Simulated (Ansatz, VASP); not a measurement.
# Si in VASP and in Ansatz

```xyz
2
Lattice="4.1209 0.0000 0.0000 -2.0605 3.5688 0.0000 0.0000 0.0000 2.6548" Properties=species:S:1:pos:R:3 pbc="T T T"
Si    0.0000    2.3792    1.3274
Si    2.0605    1.1896    1.3274
```

The cell was built by a generator and needn't be a form met in nature.

Alike in both runs: task relaxation of cell and atoms; functional LDA; k mesh 8 × 8 × 10; occupations fermi-dirac, width 0.05 eV; no spin polarisation.

|  | VASP | Ansatz |
| --- | --- | --- |
| version | VASP 6.6.1 | Ansatz 0.2.0 |
| potentials or method | VASP PAW LDA potentials, release 64 (Si) | Ansatz PAW |
| plane-wave cutoff (eV) | 600 | 420 |
| valence electrons in the cell | 8 | 8 |

```csv
,VASP,Ansatz,Ansatz less VASP
"gap on the k mesh at the Fermi level, each at its own relaxed structure (eV)",none,none,-
relaxed volume (Å³/atom),18.81,18.79,-0.023
relaxed cell length with the largest relative difference (Å),4.075,4.073,-0.0017
energy change over the relaxation (meV/atom),-7,-8,-0.2
```

A gap of «none» marks a metal or a gap that the smearing closes.

Caveats: the plane-wave basis is chosen anew once the cell has moved, so the energies of steps on either side of that aren't comparable (Ansatz); the PAW data sets come from PBE, with cores solved anew for the run's functional, which leaves a small shift of forces and pressure (Ansatz).
